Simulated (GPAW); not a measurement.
How the form of the self-energy moves the gap of KCl (Sylvite). The structure is cubic, space group Fm-3m (No. 225). Conventional cell: a = 6.293 Å, b = 6.293 Å, c = 6.293 Å, α = 90.00°, β = 90.00°, γ = 90.00°. K has 6 Cl at 3.15 Å nearest. Nearest to Cl lie 6 K at 3.15 Å. Farther neighbours and most contacts between anions are not listed. The calculation used DFT, PBE, plane waves, PAW (and 3 further levels or steps) in GPAW 26.7.0, with cutoff 450 eV, GPAW PAW setups 1.2.1 data release, 4×4×4 k-mesh, nbands 745 in one of its runs. The G0W0, Godby-Needs plasmon pole is 8.038 eV. The one-shot HSE06 is 6.471 eV, the G0W0, extrapolated in the cutoff is 8.161 eV and the one-shot PBE0 is 7.248 eV. The G0W0, full frequency, Hilbert transform is 8.143 eV. The known limits are not at the basis limit. It took 6 runs, 34 min in all on 4 MPI ranks of Arm Neoverse V1, shared host (the runs of this entry). One-shot HSE06: −1.567 eV against G0W0, Godby-Needs plasmon pole. G0W0, extrapolated in the cutoff: +0.123 eV against G0W0, Godby-Needs plasmon pole, at other bands or cutoff, so not like for like. The cell and positions come from the Crystallography Open Database and are kept as given unless a step says otherwise. Bands and cutoff are finite, so the gap is not at the basis limit. The miss can reach some tenths of an eV and take either sign; the mesh is an error of its own.

```xyz
2
Lattice="0.0000 3.1465 3.1465 3.1465 0.0000 3.1465 3.1465 3.1465 0.0000" Properties=species:S:1:pos:R:3 pbc="T T T"
K     0.0000    0.0000    0.0000
Cl    3.1465    3.1465    3.1465
```

[Paths, hosts, dates, memory and timing lines, banners, echoed tables and standing remarks are left out of the program output.]

[Logs are printed without paths, hosts, clocks, repeated set-up lines and the standing remarks that a program may print on its own settings, such as how far it seeks lower states.]

[Runs of the session that timed out or met a known fault of the program may be left out.]

[Hosts, paths, dates, database ids (printed as entryN), source tags and the programs' standing remarks are cut or masked in the printed files.]
